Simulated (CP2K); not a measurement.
# Sb (I4/mcm) in CP2K: reference runs

Aim: a first look at Sb with PBEsol, on the cell as given and on a disturbed one.

Everything below comes from runs of CP2K 2026.2. Logs are shortened: lines on timing, memory, paths and dates and some standing lists are left out, and cuts for length are marked.

## Step 1: The crystal as given

It takes space group I4/mcm (No. 140, tetragonal). The conventional cell has a = 8.060 Å, b = 8.060 Å, c = 4.051 Å, α = 90.00°, β = 90.00°, γ = 90.00°. Sb (site symmetry m2m) is surrounded by 7 Sb at 3.03 to 3.45 Å.

This isn't the form of Sb at room conditions, which is rhombohedral.

## Step 2: Single point, PBEsol

Input file sb_scf.inp:

```
&GLOBAL
  PROJECT sb_scf
  RUN_TYPE ENERGY_FORCE
  PRINT_LEVEL LOW
&END GLOBAL
&FORCE_EVAL
  METHOD QS
  STRESS_TENSOR ANALYTICAL
  &DFT
    BASIS_SET_FILE_NAME BASIS_MOLOPT_UZH
    POTENTIAL_FILE_NAME POTENTIAL_UZH
    &MGRID
      CUTOFF 450
      REL_CUTOFF 60
      NGRIDS 5
    &END MGRID
    &QS
      METHOD GPW
      EPS_DEFAULT 1.0E-10
    &END QS
    &KPOINTS
      SCHEME MONKHORST-PACK 7 7 7
      GAMMA_CENTERED T
      SYMMETRY T
      SYMMETRY_BACKEND SPGLIB
    &END KPOINTS
    &SCF
      SCF_GUESS ATOMIC
      EPS_SCF 1.0E-6
      MAX_SCF 100
      ADDED_MOS 14
      CHOLESKY OFF
      EPS_EIGVAL 1.0E-7
      &DIAGONALIZATION ON
        ALGORITHM STANDARD
      &END DIAGONALIZATION
      &MIXING ON
        METHOD BROYDEN_MIXING
        ALPHA 0.4
        BETA 1.5
        NBUFFER 8
      &END MIXING
      &SMEAR ON
        METHOD FERMI_DIRAC
        ELECTRONIC_TEMPERATURE [K] 580.226
      &END SMEAR
    &END SCF
    &XC
      &XC_FUNCTIONAL
        &GGA_X_PBE_SOL
        &END GGA_X_PBE_SOL
        &GGA_C_PBE_SOL
        &END GGA_C_PBE_SOL
      &END XC_FUNCTIONAL
    &END XC
    &PRINT
      &KPOINTS ON
      &END KPOINTS
      &MULLIKEN ON
      &END MULLIKEN
      &MO ON
        ENERGIES T
        OCCUPATION_NUMBERS T
        &EACH
          QS_SCF 0
        &END EACH
        ADD_LAST NUMERIC
      &END MO
      &LOWDIN ON
      &END LOWDIN
      &HIRSHFELD ON
        SHAPE_FUNCTION DENSITY
      &END HIRSHFELD
    &END PRINT
  &END DFT
  &SUBSYS
    &CELL
      A 6.0485178328 0.0000000000 0.0000000000
      B -4.6919552829 3.8170831268 0.0000000000
      C -0.6782812750 -1.9085415634 5.6992957097
      PERIODIC XYZ
    &END CELL
    &COORD
      SCALED
      Sb  0.6512630600 0.1512630600 0.8025261200
      Sb  0.1512630600 0.3487369400 0.5000000000
      Sb  0.3487369400 0.8487369400 0.1974738800
      Sb  0.8487369400 0.6512630600 0.5000000000
    &END COORD
    &KIND Sb
      BASIS_SET TZVP-MOLOPT-PBE-GTH-q5
      POTENTIAL GTH-PBE-q5
    &END KIND
    &PRINT
      &ATOMIC_COORDINATES ON
      &END ATOMIC_COORDINATES
      &CELL ON
      &END CELL
      &SYMMETRY ON
      &END SYMMETRY
    &END PRINT
  &END SUBSYS
  &PRINT
    &FORCES ON
    &END FORCES
    &STRESS_TENSOR ON
    &END STRESS_TENSOR
  &END PRINT
&END FORCE_EVAL
```

Potentials or basis: POTENTIAL_UZH Sb GTH-PBE-q5; TZVP-MOLOPT-PBE-GTH basis.

Command:

```console
$ OMP_NUM_THREADS=1 mpirun -n 3 cp2k.psmp -i sb_scf.inp -o sb_scf.out
```

sb_scf.out:

```text

 CP2K| version string:                                       CP2K version 2026.2
 CP2K| Input file name                                                sb_scf.inp

 GLOBAL| Force Environment number                                              1
 GLOBAL| Basis set file name                                    BASIS_MOLOPT_UZH
 GLOBAL| Potential file name                                       POTENTIAL_UZH
 GLOBAL| MM Potential file name                                     MM_POTENTIAL
 GLOBAL| Coordinate file name                                      __STD_INPUT__
 GLOBAL| Method name                                                        CP2K
 GLOBAL| Project name                                                     sb_scf
 GLOBAL| Run type                                                   ENERGY_FORCE
 GLOBAL| FFT library                                                       FFTW3
 GLOBAL| Diagonalization library                                       ScaLAPACK
 GLOBAL| Cholesky decomposition library                                ScaLAPACK
 GLOBAL| DGEMM library                                                      BLAS
 GLOBAL| Direct generalized diagonalization requested                          F
 GLOBAL| Matrix multiplication library                                 ScaLAPACK
 GLOBAL| Global print level                                                  LOW
 GLOBAL| Total number of message passing processes                             3
 GLOBAL| Number of threads for this process                                    1
 GLOBAL| CPU model name                                                  UNKNOWN

 CELL| Volume [angstrom^3]:                                           131.583603
 CELL| Vector a [angstrom]:       6.049     0.000     0.000   |a| =     6.048518
 CELL| Vector b [angstrom]:      -4.692     3.817     0.000   |b| =     6.048518
 CELL| Vector c [angstrom]:      -0.678    -1.909     5.699   |c| =     6.048518
 CELL| Angle (b,c), alpha [degree]:                                    96.438697
 CELL| Angle (a,c), beta  [degree]:                                    96.438697
 CELL| Angle (a,b), gamma [degree]:                                   140.870341
 CELL| Numerically orthorhombic:                                              NO
 CELL| Periodicity                                                           XYZ

 CELL_REF| Volume [angstrom^3]:                                       131.583603
 CELL_REF| Vector a [angstrom     6.049     0.000     0.000   |a| =     6.048518
 CELL_REF| Vector b [angstrom    -4.692     3.817     0.000   |b| =     6.048518
 CELL_REF| Vector c [angstrom    -0.678    -1.909     5.699   |c| =     6.048518
 CELL_REF| Angle (b,c), alpha [degree]:                                96.438697
 CELL_REF| Angle (a,c), beta  [degree]:                                96.438697
 CELL_REF| Angle (a,b), gamma [degree]:                               140.870341
 CELL_REF| Numerically orthorhombic:                                          NO
 CELL_REF| Periodicity                                                       XYZ

[... 8 lines left out ...]
 TOTAL NUMBERS AND MAXIMUM NUMBERS

  Total number of            - Atomic kinds:                                   1
                             - Atoms:                                          4
                             - Shell sets:                                     4
                             - Shells:                                        28
                             - Primitive Cartesian functions:                 16
                             - Cartesian basis functions:                     72
                             - Spherical basis functions:                     68

  Maximum angular momentum of- Orbital basis functions:                        2
                             - Local part of the GTH pseudopotential:          0
                             - Non-local part of the GTH pseudopotential:      4

 MODULE QUICKSTEP: ATOMIC COORDINATES IN ANGSTROM

   Atom Kind Element         X             Y             Z       Z(eff)     Mass
      1    1 Sb   51      2.685118     -0.954271      4.573834   5.0000 121.7600
      2    1 Sb   51     -1.060481      0.376887      2.849648   5.0000 121.7600
      3    1 Sb   51     -2.006837      2.862812      1.125462   5.0000 121.7600
      4    1 Sb   51      1.738763      1.531654      2.849648   5.0000 121.7600

 Crystal Symmetry Information
       International Symbol:                                              I4/mcm
       Point Group Symbol:                                                 4/mmm
       Schoenflies Symbol:                                                D4h^18
       Number of Symmetry Operations:                                         16

 SCF PARAMETERS         Density guess:                                    ATOMIC
[... 9 lines left out ...]
                        --------------------------------------------------------
                        level_shift [a.u.]:                             0.000000
                        added MOs                                        14    0
                        --------------------------------------------------------
                        Mixing method:                            BROYDEN_MIXING
[... 64 lines left out ...]
 Extrapolation method: initial_guess

 Number of electrons:                                                         20
 Number of occupied orbitals:                                                 10
 Number of molecular orbitals:                                                24

 Number of orbital functions:                                                 68
 Number of independent orbital functions:                                     68

 SCF WAVEFUNCTION OPTIMIZATION

  Step     Update method      Time    Convergence         Total energy    Change
  ------------------------------------------------------------------------------
     1 NoMix/Diag. 0.40E+00    0.8     0.43960434       -22.2867895811 -2.23E+01
     2 Broy./Diag. 0.40E+00    0.7     0.00866188       -22.3439618647 -5.72E-02
     3 Broy./Diag. 0.40E+00    0.7     0.03082855       -22.1218917102  2.22E-01
     4 Broy./Diag. 0.40E+00    0.7     0.00164922       -22.0701010796  5.18E-02
     5 Broy./Diag. 0.40E+00    0.7     0.00192317       -22.0443274101  2.58E-02
     6 Broy./Diag. 0.40E+00    0.7     0.00018703       -22.0413153386  3.01E-03
     7 Broy./Diag. 0.40E+00    0.7     0.00015228       -22.0409038472  4.11E-04
     8 Broy./Diag. 0.40E+00    0.7     0.00006507       -22.0406910812  2.13E-04
     9 Broy./Diag. 0.40E+00    0.7     0.00003522       -22.0406298545  6.12E-05
    10 Broy./Diag. 0.40E+00    0.7     0.00004505       -22.0404528787  1.77E-04
    11 Broy./Diag. 0.40E+00    0.7     0.00000466       -22.0403848662  6.80E-05
    12 Broy./Diag. 0.40E+00    0.7     0.00000842       -22.0403659035  1.90E-05
    13 Broy./Diag. 0.40E+00    0.7     0.00000195       -22.0403614930  4.41E-06
    14 Broy./Diag. 0.40E+00    0.7     0.00000093       -22.0403611802  3.13E-07

  *** SCF run converged in    14 steps ***

  Electronic density on regular grids:        -19.9999999999        0.0000000001
  Core density on regular grids:               19.9999999932       -0.0000000068
  Total charge density on r-space grids:       -0.0000000068
  Total charge density g-space grids:          -0.0000000068

  Overlap energy of the core charge distribution:               0.00000000014547
  Self energy of the core charge distribution:                -47.81269320838219
  Core Hamiltonian energy:                                      9.76628530244073
  Hartree energy:                                              21.53480700929558
  Exchange-correlation energy:                                 -5.52786644157865
  Electronic entropic energy:                                  -0.00089384238173
  Fermi energy:                                                 0.16249312203733

  Total energy:                                               -22.04036118017609
  Total energy (extrapolated to T->0):                        -22.03991425898523

 MO| EIGENVALUES AND OCCUPATION NUMBERS FOR K POINT 1
 MO|
 MO|  Index      Eigenvalue [a.u.]        Eigenvalue [eV]             Occupation
 MO|      1              -0.251369              -6.840110               2.000000
 MO|      2              -0.221897              -6.038121               2.000000
 MO|      3              -0.201859              -5.492863               2.000000
 MO|      4              -0.069919              -1.902597               2.000000
 MO|      5               0.017020               0.463125               2.000000
 MO|      6               0.063420               1.725757               2.000000
[... 406 lines left out ...]
 MO|     23               0.569628              15.500366               0.000000
 MO|     24               0.596188              16.223092               0.000000
 MO| Sum:                                                              22.002054
 MO| E(Fermi):            0.162493 a.u.          4.421663 eV

 [... the levels of further k-points ...]

 !-----------------------------------------------------------------------------!
                     Mulliken Population Analysis

 #  Atom  Element  Kind  Atomic population                           Net charge
       1     Sb       1          5.000001                             -0.000001
       2     Sb       1          4.999999                              0.000001
       3     Sb       1          5.000000                             -0.000000
       4     Sb       1          4.999999                              0.000001
 # Total charge                             20.000000                 -0.000000

 !-----------------------------------------------------------------------------!

 !-----------------------------------------------------------------------------!
                           Hirshfeld Charges

  #Atom  Element  Kind  Ref Charge     Population                    Net charge
      1       Sb     1       5.000          5.000                        -0.000
      2       Sb     1       5.000          5.000                        -0.000
      3       Sb     1       5.000          5.000                        -0.000
      4       Sb     1       5.000          5.000                        -0.000

  Total Charge                                                           -0.000
 !-----------------------------------------------------------------------------!

 LOWDIN POPULATION ANALYSIS

 #  Atom  Element  Kind  Atomic population                           Net charge
       1     Sb       1          4.936235                              0.063765
       2     Sb       1          5.063765                             -0.063765
       3     Sb       1          4.936234                              0.063766
       4     Sb       1          5.063765                             -0.063765
 # Total charge                             20.000000                 -0.000000

 ENERGY| Total FORCE_EVAL ( QS ) energy [hartree]            -22.040360966705965

 FORCES| Atomic forces [hartree/bohr]
 FORCES|   Atom     x               y               z               |f|
 FORCES|      1 -3.80063800E-09 -2.05880929E-08  1.10912066E-03   1.10912066E-03
 FORCES|      2  1.04511045E-03 -3.71300291E-04  1.94607572E-09   1.10910764E-03
 FORCES|      3  1.41074472E-09 -1.12764587E-08 -1.10912216E-03   1.10912216E-03
 FORCES|      4 -1.04510805E-03  3.71332154E-04 -4.46617293E-10   1.10911605E-03
 FORCES| Sum     3.72376132E-12 -1.26252437E-12 -9.66645900E-13
 FORCES| Total atomic force                                       4.04904562E-12

 STRESS| Analytical stress tensor [bar]
 STRESS|                        x                   y                   z
 STRESS|      x        1.59535739650E+04   3.23985544861E+03  -7.79293193362E-03
 STRESS|      y        3.23985544861E+03   2.39190564219E+04  -2.25877943345E-02
 STRESS|      z       -7.79293193362E-03  -2.25877943345E-02   1.48021187578E+04
 STRESS| 1/3 Trace                                             1.82249163816E+04
 STRESS| Determinant                                           5.49303329889E+12

 STRESS| Eigenvectors and eigenvalues of the analytical stress tensor [bar]
 STRESS|                        1                   2                   3
 STRESS| Eigenvalues   1.48021187573E+04   1.48022241331E+04   2.50704062543E+04
 STRESS|      x          -0.001971774729      0.942267583561      0.334855062787
 STRESS|      y           0.000703180506     -0.334854324471      0.942269646609
 STRESS|      z           0.999997808818      0.002093407030     -0.000002326902
```

It took 13 s on 3 MPI ranks of Arm Neoverse V2, shared host.

Results:

* Free energy: -599.7487 eV
* Pressure: 1.8 GPa
* Largest force: 0.057 eV/Å
* Band gap on the k mesh: none (metal or under the smearing width)

Forces in eV/Å, atoms in the order of the input:
```
Sb   0.000  0.000  0.057
Sb   0.054 -0.019  0.000
Sb   0.000  0.000 -0.057
Sb  -0.054  0.019  0.000
```

Levels at points of the mesh, in eV from the Fermi level:
```
           k point  band 8  band 9  band 10  band 11  band 12  band 13
(0.00, 0.00, 0.00)   -1.12   -1.10    -0.95    -0.95    -0.38     2.72
```

Caveat: the potentials were made for another functional, which shifts forces and pressure; the basis of atomic orbitals isn't converged, which shifts pressures, moduli and gaps. The run has no spin-orbit coupling, so splittings on Sb are missing.

## Step 3: Single point, PBEsol (atoms moved at random, drawn with an rms of 0.05 Å)

sb_scf.inp, as its differences from that of step 2:

```diff
@@ -44,3 +44,3 @@
         METHOD FERMI_DIRAC
-        ELECTRONIC_TEMPERATURE [K] 580.226
+        ELECTRONIC_TEMPERATURE 580.23
       &END SMEAR
@@ -77,5 +77,4 @@
     &CELL
-      A 6.0485178328 0.0000000000 0.0000000000
-      B -4.6919552829 3.8170831268 0.0000000000
-      C -0.6782812750 -1.9085415634 5.6992957097
+      ABC 6.0485178328 6.0485178328 6.0485178328
+      ALPHA_BETA_GAMMA 96.4386965676 96.4386965685 140.8703413661
       PERIODIC XYZ
@@ -84,6 +83,6 @@
       SCALED
-      Sb  0.6512630600 0.1512630600 0.8025261200
-      Sb  0.1512630600 0.3487369400 0.5000000000
-      Sb  0.3487369400 0.8487369400 0.1974738800
-      Sb  0.8487369400 0.6512630600 0.5000000000
+      Sb  0.6472410000 0.1486930000 0.8082950000
+      Sb  0.1448940000 0.3458360000 0.4957410000
+      Sb  0.3475800000 0.8502440000 0.1955210000
+      Sb  0.8504480000 0.6478550000 0.4985030000
     &END COORD
@@ -98,4 +97,2 @@
       &END CELL
-      &SYMMETRY ON
-      &END SYMMETRY
     &END PRINT
```

Potentials or basis: POTENTIAL_UZH Sb GTH-PBE-q5; TZVP-MOLOPT-PBE-GTH basis.

Command:

```console
$ OMP_NUM_THREADS=1 mpirun -n 3 cp2k.psmp -i sb_scf.inp -o sb_scf.out
```

Wall time 23 s (3 MPI ranks of Arm Neoverse V2, shared host).

The run converged. Its results:

```yaml
Free_energy: -599.7388 eV
Pressure: 1.9 GPa
Largest_force: 0.240 eV/Å
Band_gap_on_the_k_mesh: none (metal or under the smearing width)
```

Forces in eV/Å, atoms in the order of the input:
```
Sb   0.060  0.047 -0.148
Sb   0.143 -0.048  0.076
Sb   0.019 -0.061  0.008
Sb  -0.223  0.062  0.064
```

Stress tensor (GPa, compression positive):
```
 1.31  0.38 -0.07
 0.38  2.45 -0.22
-0.07 -0.22  1.90
```

Levels at points of the mesh, in eV from the Fermi level:
| k point | band 8 | band 9 | band 10 | band 11 | band 12 | band 13 |
| --- | --- | --- | --- | --- | --- | --- |
| (0.00, 0.00, 0.00) | -1.15 | -1.08 | -1.03 | -0.82 | -0.39 | 2.65 |

Caveat: the potentials were made for another functional, which shifts forces and pressure; the basis of atomic orbitals isn't converged, which shifts pressures, moduli and gaps. The run has no spin-orbit coupling, so splittings on Sb are missing.
